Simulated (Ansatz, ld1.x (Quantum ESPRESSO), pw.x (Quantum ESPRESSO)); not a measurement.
## What a changed setting does to a pw.x run (bcc Cd)

Potential: norm-conserving Troullier–Martins (Kleinman–Bylander form), ld1.x (Quantum ESPRESSO) 7.5, PBE; core [Kr], reference 4d10 5s1.5 5p0.5; waves: 5p (bound): rc 3.15 bohr; 4d (bound): rc 1.85 bohr; 4f channel at -0.1 Ry: rc 2.95 bohr; 5s (bound): rc 2.35 bohr; local part: the s channel; core correction: none.

The reference run (k-mesh 13³, cutoffs 120/480 Ry, Fermi–Dirac 0.01 Ry, mixing_beta 0.4, conv_thr 1e-9, no spin) gives 0.33 GPa at 23.496 Å³/atom, where all-electron LAPW gives -0.18 GPa. This run, with its own iteration cap, changes degauss to 0.005.

```
&control
  calculation='scf', prefix='x', pseudo_dir='./', outdir='./tmp', tstress=.true., disk_io='none'
/
&system
  ibrav=0, nat=1, ntyp=1, ecutwfc=120, ecutrho=480, nbnd=14,
  occupations='smearing', smearing='fd', degauss=0.005
/
&electrons
  conv_thr=1e-09, mixing_beta=0.4, electron_maxstep=50
/
ATOMIC_SPECIES
Cd 1.0 Cd.UPF
CELL_PARAMETERS angstrom
  -1.80431066 1.80431066 1.80431066
  1.80431066 -1.80431066 1.80431066
  1.80431066 1.80431066 -1.80431066
ATOMIC_POSITIONS crystal
Cd 0.0000 0.0000 0.0000
K_POINTS automatic
13 13 13 0 0 0
```

```bash
pw.x < Cd.scf.in > Cd.scf.out
```

Question: How does the run end?

Answer: It converges in 7 iterations; the free energy moves by +8.6 meV/atom and the pressure by -0.07 GPa. In a metal, with Fermi–Dirac smearing, F lies below its zero-width value by a term in the square of the width.

```
Message from routine setup:
     using ibrav=0 with symmetry is DISCOURAGED, use correct ibrav instead
     lattice parameter (alat)  =       5.9057  a.u.
     unit-cell volume          =     158.5589 (a.u.)^3
     number of electrons       =        12.00
     number of Kohn-Sham states=           14
     kinetic-energy cutoff     =     120.0000  Ry
     charge density cutoff     =     480.0000  Ry
     scf convergence threshold =      1.0E-09
     Exchange-correlation= PBE
     number of k points=    84  Fermi-Dirac smearing, width (Ry)=  0.0050
     iteration #  1     ecut=   120.00 Ry     beta= 0.40
     total energy              =     -92.11172534 Ry
     estimated scf accuracy    <       0.01561553 Ry
     iteration #  2     ecut=   120.00 Ry     beta= 0.40
     total energy              =     -92.11341009 Ry
     estimated scf accuracy    <       0.00099425 Ry
     iteration #  3     ecut=   120.00 Ry     beta= 0.40
     total energy              =     -92.11356495 Ry
     estimated scf accuracy    <       0.00010302 Ry
     iteration #  4     ecut=   120.00 Ry     beta= 0.40
     total energy              =     -92.11356794 Ry
     estimated scf accuracy    <       0.00000089 Ry
     iteration #  5     ecut=   120.00 Ry     beta= 0.40
     total energy              =     -92.11356809 Ry
     estimated scf accuracy    <       0.00000004 Ry
     iteration #  6     ecut=   120.00 Ry     beta= 0.40
     total energy              =     -92.11356810 Ry
     estimated scf accuracy    <          7.7E-09 Ry
     iteration #  7     ecut=   120.00 Ry     beta= 0.40
     the Fermi energy is    10.5089 ev
!    total energy              =     -92.11356810 Ry
     estimated scf accuracy    <          7.8E-11 Ry
     smearing contrib. (-TS)   =      -0.00040068 Ry
     The total energy is F=E-TS. E is the sum of the following terms:
     one-electron contribution =     -23.48411696 Ry
     hartree contribution      =      21.48620612 Ry
     xc contribution           =     -13.26731662 Ry
     ewald contribution        =     -76.84793996 Ry
     convergence has been achieved in   7 iterations
          total   stress  (Ry/bohr**3)                   (kbar)     P=        2.57
     Message from routine punch:
     Nothing written, as per user request (disk_io='none')
```

The run took about 45 s on one core of a shared host (Neoverse-V2, 96 threads, 742 GiB, load 24).
